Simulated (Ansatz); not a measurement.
# Si7Ge: a shear that moves c along a

A series on Si7Ge: a shear that moves c along a, +0 to +12 %; the cell is held and the atoms relax. Wanted: energy, stress and any gap along the series.

Method: DFT PBEsol, scalar-relativistic, plane waves, PAW, in Ansatz 0.2.0.

2 further runs of the same task are left out: 2 set aside as unsound or not needed.

### 1 The system as given

The structure is cubic, space group P-43m (No. 215). The conventional cell has a = 5.459 Å, b = 5.459 Å, c = 5.459 Å, α = 90.00°, β = 90.00°, γ = 90.00°. Si (site symmetry 3m) is surrounded by 3 Si at 2.36 Å and 1 Ge at 2.39 Å. Around Si (site symmetry -42m) lie 4 Si at 2.36 Å. Ge (site symmetry -43m) is surrounded by 4 Si at 2.39 Å.

Coordinates:

```cif
data_structure
_symmetry_space_group_name_H-M 'P-43m'
_symmetry_Int_Tables_number 215
_cell_length_a 5.4592
_cell_length_b 5.4592
_cell_length_c 5.4592
_cell_angle_alpha 90.000
_cell_angle_beta 90.000
_cell_angle_gamma 90.000
_cell_volume 162.70
loop_
_atom_site_label
_atom_site_type_symbol
_atom_site_symmetry_multiplicity
_atom_site_Wyckoff_symbol
_atom_site_fract_x
_atom_site_fract_y
_atom_site_fract_z
_atom_site_occupancy
Si1 Si 4 e 0.25260 0.25260 0.25260 1
Si2 Si 3 c 0.00000 0.50000 0.50000 1
Ge1 Ge 1 a 0.00000 0.00000 0.00000 1
```

It goes back to an entry of the Materials Project, which need not be the stable form.

This cell was relaxed beforehand with the same method: volume 20.34 Å³/atom, gap on the mesh 0.28 eV.

The unstrained cell comes from an earlier run at this level (8 atoms, E(σ→0) -8603.9063 eV, gap 0.28 eV over the zone).

### 2 Strain +2.0 %

input.yaml reads:

```yaml
crystal:
  lattice:
    - [5.45917681, 0.0, 0.0]
    - [0.0, 5.45917681, 0.0]
    - [0.1091835362, 0.0, 5.45917681]
  atoms:
    - { symbol: Si, position: [0.2525976818, 0.2525976818, 0.2525976818] }
    - { symbol: Si, position: [0.0, 0.5, 0.5] }
    - { symbol: Si, position: [0.5, 0.5, 0.0] }
    - { symbol: Si, position: [0.5, 0.0, 0.5] }
    - { symbol: Si, position: [0.7474023182, 0.2525976818, 0.7474023182] }
    - { symbol: Si, position: [0.7474023182, 0.7474023182, 0.2525976818] }
    - { symbol: Si, position: [0.2525976818, 0.7474023182, 0.7474023182] }
    - { symbol: Ge, position: [0.0, 0.0, 0.0] }
basis:
  ecutwfc: 420
kpoints:
  mp_grid: { grid: [8, 8, 8] }
hamiltonian:
  xc: pbesol
scf:
  occupations: { method: gaussian, width: 0.01 }
output:
  forces: true
  stress: true
  eigenvalues: true
  write_density: true
  write_potential: true
  elf: true
  volumetric_format: npy
relax:
  adjacent_minimum: "off"
  f_tol: 0.008
  max_steps: 40
```

Run with:

```
ansatz run input.yaml --threads 2 --pin off --max-ram 5120MiB --backend cpu --events-out ev --progress --plain --runs-dir out
```

The session goes on with these runs: band edges over the zone at +2.0 %; At +4.0 %; band edges over the zone at +4.0 %; the cell strained by +6.0 %; At +8.0 %; strain +12.0 %.

**Question.** What will these runs give?

**Answer**, as computed:

| quantity | value |
| --- | --- |
| largest energy cost | 62.8 meV/atom at +12.0 % |
| (1/V) d²E/dε², parabola through all points | 65 GPa |

What this shows: A parabola through all points has a curvature of 65 GPa, a rough value of the shear constant of this plane and direction. The gap is closed at +6.0 %, +8.0 %, +12.0 %.
